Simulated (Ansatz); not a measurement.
# B8N7: the cost of one run

Method: DFT LDA, scalar-relativistic, plane waves, PAW, in Ansatz 0.2.0.

## 1. The system as given

The structure is tetragonal, space group P4_2/mnm (No. 136). The conventional cell has a = 4.367 Å, b = 4.367 Å, c = 2.521 Å, α = 90.00°, β = 90.00°, γ = 90.00°. B (site symmetry m2m) has 4 N at 1.52 to 1.58 Å as nearest neighbours. Around N (site symmetry m2m) lie 4 B at 1.52 to 1.58 Å.

As a file:

```xyz
8
Lattice="4.3668 0.0000 0.0000 0.0000 4.3668 0.0000 0.0000 0.0000 2.5207" Properties=species:S:1:pos:R:3 pbc="T T T"
B     0.7601    3.6067    1.2604
B     1.4233    1.4233    0.0000
B     2.9434    2.9434    0.0000
B     3.6067    0.7601    1.2604
N     3.5471    3.5471    1.2604
N     1.3637    3.0031    0.0000
N     3.0031    1.3637    0.0000
N     0.8197    0.8197    1.2604
```

It goes back to an entry of the Materials Project, which need not be the stable form.

It is the result of an earlier relaxation at this level (volume 6.01 Å³/atom; gap on the mesh: 4.58 eV).

## 2. What is varied

Atoms count from 1 in the order of the input.

An atom moved over a plane that holds its own site and a neighbouring vacancy.

First coordinate, path of N14 from its site (0) to the vacancy (1), 2.318 Å: 11 values from −0.125 to 1.125. Second coordinate, shift of N14 across the path, along [-1 1 0]: 9 values from −0.500 Å.

Nothing else is relaxed (all other atoms held at the sites of the perfect crystal). Points are written as (first, second).

## 3. Grid point (−0.125, −0.500 Å)

The input, input.yaml:

```yaml
crystal:
  lattice:
    - [0.0, 0.0, -5.0414929705]
    - [-4.366750825, 0.0, -2.5207464853]
    - [0.0, 4.366750825, -2.5207464853]
  atoms:
    - { symbol: B, position: [0.9240566984, 0.8259433016, 0.8259433016] }
    - { symbol: B, position: [0.4240566984, 0.8259433016, 0.8259433016] }
    - { symbol: B, position: [0.5, 0.6740566984, 0.3259433016] }
    - { symbol: B, position: [0.0, 0.6740566984, 0.3259433016] }
    - { symbol: B, position: [0.5, 0.3259433016, 0.6740566984] }
    - { symbol: B, position: [0.0, 0.3259433016, 0.6740566984] }
    - { symbol: B, position: [0.5759433016, 0.1740566984, 0.1740566984] }
    - { symbol: B, position: [0.0759433016, 0.1740566984, 0.1740566984] }
    - { symbol: "N", position: [0.75, 0.1877092656, 0.8122907344] }
    - { symbol: "N", position: [0.3122907344, 0.6877092656, 0.6877092656] }
    - { symbol: "N", position: [0.8122907344, 0.6877092656, 0.6877092656] }
    - { symbol: "N", position: [0.6877092656, 0.3122907344, 0.3122907344] }
    - { symbol: "N", position: [0.1877092656, 0.3122907344, 0.3122907344] }
    - { symbol: "N", position: [0.3309648649, 0.6843985531, 0.1536717171] }
    - { symbol: "N", position: [0.75, 0.8122907344, 0.1877092656] }
total_charge: 3
basis:
  ecutwfc: 420
kpoints:
  mp_grid: { grid: [6, 6, 6] }
hamiltonian:
  xc: lda
  pseudopotentials: { kind: paw, azcp: { folder: soft_1 } }
scf:
  occupations: { method: gaussian, width: 0.05 }
output:
  forces: true
  stress: true
  eigenvalues: true
  write_density: true
  write_potential: true
  elf: true
  volumetric_format: npy
```

Started as:

```bash
$ ansatz run input.yaml --threads 4 --pin off --max-ram 8192MiB --backend cpu --events-out ev --progress --plain --runs-dir out
```

**Question.** How long does this run take on 4 threads of Arm Neoverse N1, shared host, and how much memory does it need?

About 20 s, with a peak of 0.5 GiB.
